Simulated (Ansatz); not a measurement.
Here is an Ansatz 0.2.0 calculation.

File input.yaml:

```yaml
crystal:
  lattice:
    - [2.4873648738, 0.0, 0.0]
    - [-1.2436824369, 2.1541211692, 0.0]
    - [0.0, 0.0, 4.0632895034]
  atoms:
    - { symbol: Co, position: [0.3333333333, 0.6666666667, 0.740139], spin: 2.0 }
    - { symbol: Co, position: [0.6666666667, 0.3333333333, 0.259861], spin: 2.0 }
hamiltonian:
  xc: pbesol
  pseudopotentials: { kind: paw }
magnetization:
  spin_polarized: true
kpoints:
  mp_grid: { grid: [12, 12, 7] }
scf:
  occupations: { method: fermi_dirac, width: 0.05 }
output:
  forces: true
  stress: true
  eigenvalues: true
```

Potentials or basis: Ansatz PAW.

Command:

```sh
$ ansatz run input.yaml --threads 2 --pin off --max-ram 5632MiB --backend cpu --events-out ev --progress --plain --runs-dir out
```

Estimate the site moments.

Co +1.70 μB.

Estimate the largest force.

0.443 eV/Å.

Stress tensor (GPa, compression positive):
```
 -8.37   0.00   0.00
  0.00  -8.37   0.00
  0.00   0.00 -11.26
```

Caveat: the PAW data sets come from PBE, with cores solved anew for the run's functional, which leaves a small shift of forces and pressure.
